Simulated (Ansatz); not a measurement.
**CaSe: frozen-core PAW against all-electron methods**

```xyz
2
Lattice="0.0000 2.9702 2.9702 2.9702 0.0000 2.9702 2.9702 2.9702 0.0000" Properties=species:S:1:pos:R:3 pbc="T T T"
Ca    0.0000    0.0000    0.0000
Se    2.9702    2.9702    3.0202
```

Atoms are numbered in the order listed.

Structure from Materials Project entry mp-1415 (possibly hypothetical), not relaxed further. The listed cell was then made from it by scaling, straining or moving an atom.

Levels of theory: DFT, LDA, PAW with Ansatz's default frozen-core files, scalar-relativistic (Ansatz 0.2.0); DFT, LDA, all-electron PAW with datasets made for the crystal, scalar-relativistic (Ansatz 0.2.0); DFT, LDA, all-electron LAPW, scalar-relativistic (Ansatz 0.2.0).

For PAW: a Γ-centred 9×9×9 k mesh, Fermi–Dirac smearing of 0.03 eV, cutoff 420 eV, no spin polarisation; the PAW files were made with PBE, and the program remakes their frozen cores for this functional. The crystal-made all-electron datasets (AE datasets) take a cutoff of 220 eV at this cell. LAPW targets a basis error of 0.25 meV/atom. The Ansatz runs share mesh, smearing and spin set-up. Plane-wave (PAW) pressures include the program's estimate of the Pulay term.

Stress and pressure are positive in compression.

The change that made this cell: atom 2 (Se) moved by (0.0000, 0.0000, 0.0500) Å.

| quantity | PAW | AE datasets | LAPW |
| --- | --- | --- | --- |
| pressure (GPa) | -3.69 | -3.69 | -3.69 |
| stress xx (GPa) | -3.74 | -3.74 | -3.74 |
| stress zz (GPa) | -3.60 | -3.60 | -3.59 |
| force on Ca1, z (eV/Å) | 0.128 | 0.128 | 0.128 |
| force on Se2, z (eV/Å) | -0.128 | -0.128 | -0.128 |
| band gap (eV) | 1.951 | 1.950 | 1.950 |
| field gradient Vzz at Se2 (10²¹ V/m²) | -0.09 | -0.09 | – |

PAW's pressure differs from the LAPW value by about 0.01 GPa or less.
